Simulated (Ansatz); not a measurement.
## Ti: relaxation of cell and atoms with PBEsol

The system is Ti.

```
Ti
1.0
     0.00000    2.03000    2.03000
     2.03000    0.00000    2.03000
     2.03000    2.03000    0.00000
Ti
1
Direct
  0.00000 0.00000 0.00000
```

This isn't the form of Ti at room conditions, which is hcp.

| Quantity | Value |
| --- | --- |
| Program | Ansatz 0.2.0 |
| Task | relaxation of cell and atoms |
| Functional | PBEsol |
| Potentials or basis | Ansatz PAW |
| Cutoff | 420 eV (not typed: the program's choice for these potentials) |
| k mesh | 11 × 11 × 11 |
| Occupations | fermi-dirac, width 0.05 eV |
| Spin | no spin polarisation |

```yaml
Relaxed_volume: 16.65 Å³/atom
Relaxed_cell: a = 2.866 Å, b = 2.866 Å, c = 2.866 Å, α = 60.00°, β = 60.00°, γ = 60.00°
Space_group_after_relaxing_to_0.05_Å: Fm-3m (No. 225)
Energy_gained_by_relaxing: 0.1 meV/atom
Ionic_steps: 4
Pressure_after_relaxing: 0.0 GPa
Band_gap_on_the_k_mesh: none (metal or under the smearing width)
```

Step by step:
| step | energy change (eV) | largest force (eV/Å) | volume (Å³) |
| --- | --- | --- | --- |
| 1 | 0.0000 | 0.0000 | 16.73 |
| 2 | -0.0001 | 0.0000 | 16.59 |
| 3 | -0.0001 | 0.0000 | 16.65 |
| 4 | -0.0001 | 0.0000 | 16.65 |

Final structure:
```
Ti
1.0
     0.00000    2.02678    2.02678
     2.02678    0.00000    2.02678
     2.02678    2.02678    0.00000
Ti
1
Direct
  0.00000 0.00000 0.00000
```

Levels at points of the mesh, in eV from the Fermi level:
```
           k point  band 3  band 4  band 5  band 6  band 7  band 8  band 9  band 10
(0.00, 0.00, 0.00)  -32.27  -32.27   -6.17    0.91    0.91    0.91    2.64     2.64
```

Run time: 1.9 s on 2 threads of Intel(R) Xeon(R) 6975P-C (Granite Rapids) (shared host), peak memory 0.31 GiB.

Caveat: the plane-wave basis is chosen anew once the cell has moved, so the energies of steps on either side of that aren't comparable; the PAW data sets come from PBE, with cores solved anew for the run's functional, which leaves a small shift of forces and pressure.
